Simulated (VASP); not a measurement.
# ZnO (zincite) (P6_3mc) in VASP: further runs, part 3 of 3

VASP 6.6.1. Earlier steps stand in the parts before.

## (5) Relaxation of cell and atoms, r2SCAN

This run uses another cell than the first one, of 11.87 Å³/atom, 0.997 times its volume.

File INCAR:

```
SYSTEM = ZnO
PREC = Accurate
ENCUT = 600
EDIFF = 1E-7
ISMEAR = 0
SIGMA = 0.03
LREAL = .False.
LASPH = .True.
NELM = 80
ALGO = Normal
ISIF = 3
LWAVE = .False.
LCHARG = .False.
METAGGA = R2SCAN
LMIXTAU = .True.
IBRION = 2
NSW = 90
EDIFFG = -0.005
KPAR = 2
```

File KPOINTS:

```
regular mesh
0
Gamma
  9 9 5
  0 0 0
```

File POSCAR:

```
ZnO                                     
1.0
    3.2414029735      0.0000000000     -0.0000000000
   -1.6207014867      2.8071373189      0.0000000000
    0.0000000000     -0.0000000000      5.2167996734
  Zn              O             
     2     2
Direct
     0.3333333332999970    0.6666666667000030    0.4995662650841902
     0.6666666667000030    0.3333333332999970    0.9995662650841901
     0.6666666667000030    0.3333333332999970    0.3794437349158108
     0.3333333332999970    0.6666666667000030    0.8794437349158108
```

Potentials or basis: VASP PAW PBE potentials, release 64 (Zn, O).

Launch:

```
cat potpaw_PBE.64/Zn/POTCAR potpaw_PBE.64/O/POTCAR > POTCAR
mpirun -np 2 vasp_std > vasp.out
```

OUTCAR:

```text
SYSTEM = ZnO
   PREC = Accurate
   ENCUT = 600
   EDIFF = 1E-7
   ISMEAR = 0
   LREAL = .False.
   LASPH = .True.
   NELM = 80
   ISIF = 3
   METAGGA = R2SCAN
   IBRION = 2
   NSW = 90
   EDIFFG = -0.005

 ion  position               nearest neighbor table
   1  0.333  0.667  0.500-   3 1.97   3 1.97   3 1.97   4 1.98
   2  0.667  0.333  1.000-   4 1.97   4 1.97   4 1.97   3 1.98
   3  0.667  0.333  0.379-   1 1.97   1 1.97   1 1.97   2 1.98
   4  0.333  0.667  0.879-   2 1.97   2 1.97   2 1.97   1 1.98

  LATTYP: Found a hexagonal cell.
 ALAT       =     3.2414029735
 C/A-ratio  =     1.6094264478

  Lattice vectors:

 A1 = (   3.2414029735,   0.0000000000,   0.0000000000)
 A2 = (  -1.6207014867,   2.8071373189,   0.0000000000)
 A3 = (   0.0000000000,   0.0000000000,   5.2167996734)

Analysis of symmetry for initial positions (statically):
=====================================================================
 Subroutine PRICEL returns:
 Original cell was already a primitive cell.

 Routine SETGRP: Setting up the symmetry group for a
 hexagonal supercell.

 Subroutine GETGRP returns: Found 12 space group operations
 (whereof  6 operations were pure point group operations)
 out of a pool of 24 trial point group operations.

The static configuration has the point symmetry C_3v.
 The point group associated with its full space group is C_6v.

Analysis of symmetry for dynamics (positions and initial velocities):
=====================================================================
 Subroutine PRICEL returns:
 Original cell was already a primitive cell.

 Routine SETGRP: Setting up the symmetry group for a
 hexagonal supercell.

 Subroutine GETGRP returns: Found 12 space group operations
 (whereof  6 operations were pure point group operations)
 out of a pool of 24 trial point group operations.

The dynamic configuration has the point symmetry C_3v.
 The point group associated with its full space group is C_6v.

 Subroutine INISYM returns: Found 12 space group operations
 (whereof  6 operations are pure point group operations),
 and found     1 'primitive' translations

----------------------------------------------------------------------------------------

                                     Primitive cell

  volume of cell :      47.4680

  direct lattice vectors                    reciprocal lattice vectors
     3.241402974  0.000000000  0.000000000     0.308508386  0.178117400  0.000000000
    -1.620701487  2.807137319  0.000000000     0.000000000  0.356234800  0.000000000
     0.000000000  0.000000000  5.216799673     0.000000000  0.000000000  0.191688403

  length of vectors
     3.241402974  3.241402973  5.216799673     0.356234800  0.356234800  0.191688403

  position of ions in fractional coordinates (direct lattice)
     0.333333333  0.666666667  0.499566265
     0.666666667  0.333333333  0.999566265
     0.666666667  0.333333333  0.379443735
     0.333333333  0.666666667  0.879443735

  ion indices of the primitive-cell ions
   primitive index   ion index
                 1           1
                 2           2
                 3           3
                 4           4

[... 51 lines left out ...]
  0.333333  0.333333  0.200000      4.000000
 [... further k-points ...]
   k-points           NKPTS =     36   k-points in BZ     NKDIM =     36   number of bands    NBANDS=     22
   number of dos      NEDOS =    301   number of ions     NIONS =      4
   total plane-waves  NPLWV =  32928
   dimension x,y,z NGX =    28 NGY =   28 NGZ =   42
   dimension x,y,z NGXF=    56 NGYF=   56 NGZF=   84
   ions per type =               2   2
   NGX,Y,Z   is equivalent  to a cutoff of  14.36, 14.36, 13.38 a.u.
   NGXF,Y,Z  is equivalent  to a cutoff of  28.72, 28.72, 26.77 a.u.
 SYSTEM =  ZnO
   PREC   = accura    normal or accurate (medium, high low for compatibility)
   ISTART =      0    job   : 0-new  1-cont  2-samecut
   ICHARG =      2    charge: 1-file 2-atom 10-const
   ISPIN  =      1    spin polarized calculation?
   LNONCOLLINEAR =      F non collinear calculations
   LSORBIT =      F    spin-orbit coupling
   LASPH  =      T    aspherical Exc in radial PAW
   ENCUT  =  600.0 eV  44.10 Ry    6.64 a.u.   6.47  6.47 10.42*2*pi/ulx,y,z
   NELM   =     80;   NELMIN=  2; NELMDL= -5     # of ELM steps
   EDIFF  = 0.1E-06   stopping-criterion for ELM
   LREAL  =      F    real-space projection
   EDIFFG = -.5E-02   stopping-criterion for IOM
   NSW    =     90    number of steps for IOM
   IBRION =      2    ionic relax: 0-MD 1-quasi-New 2-CG
   NFREE  =      1    steps in history (QN), initial steepest desc. (CG)
   ISIF   =      3    stress and relaxation
   ISYM   =      2    0-nonsym 1-usesym 2-fastsym
   POTIM  = 0.5000    time-step for ionic-motion
   TEBEG  =    0.0;   TEEND  =   0.0 temperature during run
   PSTRESS=    0.0 pullay stress
   NELECT =      36.0000    total number of electrons
   NUPDOWN=      -1.0000    fix difference up-down
   EMIN   =  10.00;   EMAX   =-10.00  energy-range for DOS
   EFERMI =   0.00;   METHOD = LEGACY
   ISMEAR =     0;   SIGMA  =   0.03  broadening in eV -4-tet -1-fermi 0-gaus
   EFERMI_NEDOS =   21; number of points for ismear=-14 and -15
   IALGO  =     38    algorithm
   IMIX   =      4    mixing-type and parameters
     AMIX     =   0.40;   BMIX     =  1.00
     AMIX_MAG =   1.60;   BMIX_MAG =  1.00
  volume/ion in A,a.u.               =      11.87        80.08
  Fermi-wavevector in a.u.,A,eV,Ry     =   1.492939  2.821246 30.325573  2.228867
  Thomas-Fermi vector in A             =   2.605403
   LORBIT       =      0    0 simple, 1 ext, 2 COOP (PROOUT), +10 PAW based schemes
   METAGGA = R2SCAN    functional components
   LHFCALC =     F    Hartree Fock is set to
   AEXX    =    0.0000 exact exchange contribution
   IVDW    =     0    specifies the selected vdW correction
   LEPSILON=     F    determine dielectric tensor
   LRPA    =     F    only Hartree local field effects (RPA)
 conjugate gradient relaxation of ions
 non-spin polarized calculation
 Gauss-broadening in eV      SIGMA  =   0.03
  energy-cutoff  :      600.00
  volume of cell :       47.47
 maximum number of plane-waves:      1605
 NGX is ok and might be reduce to    28
   NGX = 13   NGY = 13   NGZ = 21

--------------------------------------- Ionic step        1  -------------------------------------------

 number of electron      36.0000008 magnetization

 Free energy of the ion-electron system (eV)
  ---------------------------------------------------
  ext. energy  EPLUGINS =         0.00000000
  ---------------------------------------------------
  free energy    TOTEN  =       -36.32388967 eV

  energy without entropy =      -36.32388967  energy(sigma->0) =      -36.32388967

------------------------ aborting loop because EDIFF is reached ----------------------------------------

  FORCE on cell =-STRESS in cart. coord.  units (eV):
  Direction    XX          YY          ZZ          XY          YZ          ZX
  --------------------------------------------------------------------------------------
  -------------------------------------------------------------------------------------
  Total       -0.0092815     -0.0092815     -0.0094882     -0.0000000      0.0000000      0.0000000
  in kB       -0.3132752     -0.3132752     -0.3202528     -0.0000000      0.0000000      0.0000000
  external PRESSURE =      -0.3156010 kB  Pullay stress =       0.0000000 kB
[... 101 lines left out ...]
--------------------------------------- Ionic step        4  -------------------------------------------

 number of electron      36.0000008 magnetization

 Free energy of the ion-electron system (eV)
  ---------------------------------------------------
  ext. energy  EPLUGINS =         0.00000000
  ---------------------------------------------------
  free energy    TOTEN  =       -36.32391998 eV

  energy without entropy =      -36.32391998  energy(sigma->0) =      -36.32391998

 E-fermi :   1.0739     XC(G=0): -11.6787

 val. band max:        0.8733214929   @ k =   0.0000   0.0000   0.0000
 cond. band min:       2.1023450096   @ k =   0.0000   0.0000   0.0000
 fundamental gap:      1.2290235166
 Fermi energy:         1.0739111957

 k-point     1 :       0.0000    0.0000    0.0000
  band No.  band energies     occupation
      1     -18.2326      2.00000
      2     -17.5426      2.00000
      3      -4.9594      2.00000
      4      -4.9593      2.00000
      5      -4.9062      2.00000
      6      -4.8407      2.00000
[... 589 lines left out ...]
     21       9.3526      0.00000
     22       9.5157      0.00000

 [... further k-points ...]

------------------------ aborting loop because EDIFF is reached ----------------------------------------

  FORCE on cell =-STRESS in cart. coord.  units (eV):
  Direction    XX          YY          ZZ          XY          YZ          ZX
  --------------------------------------------------------------------------------------
  -------------------------------------------------------------------------------------
  Total       -0.0067069     -0.0067069      0.0145265     -0.0000000      0.0000000      0.0000000
  in kB       -0.2264246     -0.2264246      0.4904169     -0.0000000      0.0000000      0.0000000
  external PRESSURE =       0.0125226 kB  Pullay stress =       0.0000000 kB
[... 19 lines left out ...]
  FREE ENERGIE OF THE ION-ELECTRON SYSTEM (eV)
  ---------------------------------------------------
  free  energy   TOTEN  =       -36.3239199783 eV

  energy  without entropy=      -36.3239199783  energy(sigma->0) =      -36.32391998

 reached required accuracy - stopping structural energy minimisation
```

Wall time 2.6 min (2 MPI ranks of Intel Xeon 6975P-C (Granite Rapids), shared host); peak memory 0.2 GiB.

What came out:

- Free energy: -36.3239 eV
- Relaxed volume: 11.86 Å³/atom
- Relaxed cell: a = 3.241 Å, b = 3.241 Å, c = 5.217 Å, α = 90.00°, β = 90.00°, γ = 120.00°
- Space group after relaxing (to 0.05 Å): P6_3mc (No. 186)
- Energy gained by relaxing: 0.0 meV/atom
- Ionic steps: 4
- Pressure after relaxing: 0.0 GPa
- Band gap on the k mesh: 1.23 eV, direct

Forces in eV/Å, atoms in the order of the input:
```
Zn   0.000  0.000  0.003
Zn   0.000  0.000  0.003
O    0.000  0.000 -0.003
O    0.000  0.000 -0.003
```

Final structure:
```yaml
crystal:
  lattice:
    - [3.24084, 0.00000, 0.00000]
    - [-1.62042, 2.80665, 0.00000]
    - [0.00000, 0.00000, 5.21749]
  atoms:
    - { symbol: Zn, position: [0.33333, 0.66667, 0.49970] }
    - { symbol: Zn, position: [0.66667, 0.33333, 0.99970] }
    - { symbol: O, position: [0.66667, 0.33333, 0.37931] }
    - { symbol: O, position: [0.33333, 0.66667, 0.87931] }
```

Caveat: the PAW data sets were made with another functional, which shifts forces and pressure a little. r2SCAN opens gaps a little over a GGA but as a rule still falls short of measured ones.
